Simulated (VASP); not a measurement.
Set up this calculation in VASP 6.6.1, as the native input.

```yaml
Task: relaxation of the atoms
Functional: PBE
Dispersion: D3
Potentials_or_basis: VASP PAW PBE potentials, release 64 (Zn)
Cutoff: 520 eV
k_mesh: 9 × 9 × 1
Occupations: fermi-dirac, width 0.05 eV
Spin: no spin polarisation
Dipole_correction: yes
Atoms_held_fixed_from_0: "[0, 1, 2]"
Further_INCAR_settings: ALGO = Fast; EDIFF = 1e-06; IBRION = 2; EDIFFG = -0.02; NSW = 60
```

The structure of Zn lies in POSCAR:

```
Zn
1.0
    2.6169740200      0.0000000000      0.0000000000
   -1.3084870100      2.2681701736      0.0000000000
    0.0000000000      0.0000000000     27.1587934876
Zn
6
Selective dynamics
Direct
    0.3393536486      0.6787072973      0.2761536518  F F F
    0.0115275509      0.0230551018      0.3651252919  F F F
    0.3508811995      0.7017623991      0.4550417640  F F F
    0.6902348482      0.3804696963      0.5449582360  T T T
    0.3624087504      0.7248175009      0.6339298761  T T T
    0.7017623991      0.4035247981      0.7238463482  T T T
```

These files were run (other wordings do the same):

INCAR

```
SYSTEM = Zn
ALGO = Fast
DIPOL = 0.5 0.5 0.500
EDIFF = 1E-6
EDIFFG = -0.02
ENCUT = 520
GGA = PE
IBRION = 2
IDIPOL = 3
ISIF = 2
ISMEAR = -1
IVDW = 11
LASPH = .TRUE.
LCHARG = .FALSE.
LDIPOL = .TRUE.
LREAL = .FALSE.
LWAVE = .FALSE.
NELM = 80
NSW = 60
PREC = Accurate
SIGMA = 0.05
```

KPOINTS

```
k-points
0
G
  9 9 1
  0 0 0
```

Potentials or basis: VASP PAW PBE potentials, release 64 (Zn).

Command:

```bash
$ cat potpaw_PBE.64/Zn/POTCAR > POTCAR
$ mpirun -np 1 vasp_std > vasp.out
```

Results of the run:

```yaml
Energy_gained_by_relaxing: 6.5 meV/atom
Ionic_steps: 17
Band_gap_on_the_k_mesh: none (metal or under the smearing width)
Dispersion_energy_per_atom: -0.292 eV
```

Wall time 26 min on 1 thread of Intel(R) Xeon(R) 6975P-C (Granite Rapids) (shared host), peak memory 0.36 GiB.
